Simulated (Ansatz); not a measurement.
Crystal: Na2S.

```
S Na
1.0
     0.00000    3.27350    3.27350
     3.27350    0.00000    3.27350
     3.27350    3.27350    0.00000
S Na
1 2
Cartesian
  0.0000 0.0000 0.0000
  4.9102 4.9102 4.9102
  1.6367 1.6367 1.6367
```

Base run:

* Program: Ansatz 0.2.0
* Functional: r2SCAN
* Potentials or basis: Ansatz PAW
* Cutoff: 500 eV
* Density cutoff: 2000 eV
* k mesh: 7 × 7 × 7
* Occupations: fermi-dirac, width 0.05 eV
* Spin: no spin polarisation

Its results: band gap on the k mesh 3.03 eV, direct; pressure -0.5 GPa.

After a change of settings the same cell gave: band gap on the k mesh 2.48 eV, direct; pressure 0.3 GPa. Which change was it?
A. functional from r2SCAN to PBEsol; cutoff from 500 eV to 420 eV; density cutoff from 2000 eV to 1680 eV
B. functional from r2SCAN to PBE; cutoff from 500 eV to 420 eV; density cutoff from 2000 eV to 1680 eV
C. functional from r2SCAN to LDA; cutoff from 500 eV to 420 eV; density cutoff from 2000 eV to 1680 eV

B.

r2SCAN gives the wider gap, since meta-GGAs in the generalised Kohn-Sham scheme recover part of the derivative discontinuity.

Caveats: the PAW data sets come from PBE, with cores solved anew for the run's functional, which leaves a small shift of forces and pressure (some runs).

Not every run made on this cell is shown here.
